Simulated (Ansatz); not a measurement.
All numbers below come from Ansatz 0.2.0, DFT PBE, scalar-relativistic, plane waves, PAW. All cells share a 420 eV cutoff and Γ-centred k meshes spaced at most about 0.3 Å⁻¹ (about 0.25 or finer for metals, 2π included). No spin polarisation in the final relaxations.

All energies are static (0 K, no zero-point motion). All come from trial cells, and lower structures may exist.

**Question.** Order these relaxed structures of TiC by energy, lowest first, with the energy over the lowest of them.
1.

```
Ti C
1.0
     0.00000    2.16640    2.16640
     2.16640    0.00000    2.16640
     2.16640    2.16640    0.00000
Ti C
1 1
Direct
  0.50000 0.50000 0.50000
  0.00000 0.00000 0.00000
```

2.

```
Ti C
1.0
     3.04209    0.00000    0.00000
    -1.52104    2.63452    0.00000
     0.00000    0.00000    2.69797
Ti C
1 1
Direct
  0.33333 0.66667 0.50000
  0.66667 0.33333 0.00000
```

3.

```
Ti C
1.0
     3.15598    0.00000    0.00000
    -1.57799    2.73316    0.00000
     0.00000    0.00000    4.71134
Ti C
2 2
Direct
  0.66667 0.33333 0.75000
  0.33333 0.66667 0.25000
  0.00000 0.00000 0.00000
  0.00000 0.00000 0.50000
```

**Answer.** 1 (0 meV/atom), 3 (141 meV/atom), 2 (679 meV/atom). Forms: 1 rock salt type, Fm-3m; 3 anti-nickel arsenide type, P6_3/mmc; 2 tungsten carbide type, P-6m2. Counting C atoms around Ti (those within 1.25 times the shortest such distance or 1.15 times the sum of covalent radii): cell 1 has Ti 6; cell 3 has Ti 6; cell 2 has Ti 6.

Cells relaxed within their symmetry can be saddle points. The Fm-3m cell of TiC came from shaking the P-6m2 one. The part of the Crystallography Open Database at hand lists TiC in space group No. 225; sharing a group (Fm-3m) doesn't make a cell the listed structure. Some structure types and database cells were kept out of the candidates from the start, so a known form may be missing.
